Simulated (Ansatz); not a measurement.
Forms of Zn₆O: one energy to predict

The calculation used Ansatz, DFT PBE, scalar-relativistic, plane waves, PAW. All cells share a 420 eV cutoff and Γ-centred k meshes spaced at most about 0.3 Å⁻¹ (about 0.25 or finer for metals, 2π included). No spin polarisation.

These are static total energies at zero pressure. Rows are sorted by volume; energies count from the lowest form computed. Coordination counts Zn atoms around O (those within 1.25 times the shortest such distance or 1.15 times the sum of covalent radii, 1.27 where that leaves under three). The table shows 5 of 6 forms computed.

| row | form | source | atoms | coordination | V (Å³/atom) | gap on mesh (eV) | ΔE (meV/atom) |
| --- | --- | --- | --- | --- | --- | --- | --- |
| 1 | P-3m1 | invented | 7 | O 6 | 14.0 | 0 | 13 |
| 2 | R-3m | invented | 7 | O 2 | 14.4 | 0 | 132 |
| 3 | R-3 | invented | 7 | O 6 | 14.4 | 0 | ? |
| 4 | P3m1 | invented | 7 | O 4 | 14.7 | 0 | 0 |
| 5 | I4/mmm | invented | 7 | O 4 | 16.9 | 0 | 79 |

The cell of row 3:

```xyz
7
Lattice="2.5561 1.4758 4.4672 -2.5561 1.4758 4.4672 0.0000 -2.9515 4.4672" Properties=species:S:1:pos:R:3 pbc="T T T"
Zn   -1.6691    0.1289    7.7622
Zn    0.7229   -1.5099    7.7622
Zn   -0.9462   -1.3811    5.6395
Zn   -0.7229    1.5099    5.6395
Zn    1.6691   -0.1289    5.6395
Zn    0.9462    1.3811    7.7622
O     0.0000    0.0000    0.0000
```

Question: How far above the lowest form does the open row lie?

Answer: 100 meV/atom, which puts it above row 5 and below row 2. Counting Zn atoms around O, row 3 has O 6 and the lowest form (row 4) has O 4.

An observed structure of this formula, if there is one, may be missing.

The k mesh leaves some 4 meV/atom of noise in the energy of each metallic cell. Cells relaxed within their symmetry can be saddle points. Some structure types and database cells were kept out of the candidates from the start, so a known form may be missing.

Oxygen coordination alone does not set the energy order. The lowest form has four Zn neighbours around O, but so does row 5, well above it, while the sixfold rows 1 and 3 differ by far more than the mesh noise. Rows 4 and 1 lie close enough that their order is less secure.

A fourfold site suits oxide in contact with zinc, as in wurtzite ZnO, and the twofold site of row 2 probably leaves O with too few Zn–O bonds. In row 3 the six neighbours of each O are shared with no other O, so every Zn atom is drawn into oxide bonding. This probably disturbs the metallic Zn–Zn bonding more than gathering O into oxide-like layers between zinc slabs would.

The zero gaps fit a metal-rich compound, since oxide ions can take up only a small part of the zinc valence electrons. The ranking does not show that any form resists separation into Zn and ZnO, the outcome expected from the very low solubility of oxygen in solid zinc.
